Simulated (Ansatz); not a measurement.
Runs of Ansatz 0.2.0 on TiCo. Symmetry: Pm-3m, No. 221, cubic system. The conventional cell has a = 2.986 Å, b = 2.986 Å, c = 2.986 Å, α = 90.00°, β = 90.00°, γ = 90.00°. Co (site symmetry m-3m) is surrounded by 8 Ti at 2.59 Å. Around Ti (site symmetry m-3m) lie 8 Co at 2.59 Å. The cell comes from a database or a generator and needn't be the stable form of this composition.

| potentials or basis | cutoff (eV) | basis error allowed | pressure (GPa) | moment (μB) |
| --- | --- | --- | --- | --- |
| all-electron LAPW, scalar-relativistic | 279 | 0.001 eV/atom | -8.1 | 0.73 |
| all-electron LAPW, non-relativistic | 279 | 0.001 eV/atom | -6.5 | (a) |
| all-electron LAPW, inner shells corrected to Dirac's equation | 279 | 0.001 eV/atom | -8.1 | 0.73 |
| all-electron PAW datasets made for the crystal | 280 | - | -8.1 | 0.73 |

Alike in all rows: task band structure; level PBEsol; spin collinear, ferromagnetic start; cell as given; k mesh 9 × 9 × 9; smearing fermi-dirac 0.05 eV.

Q: Fill in the values left out.

A: (a) 0.67.
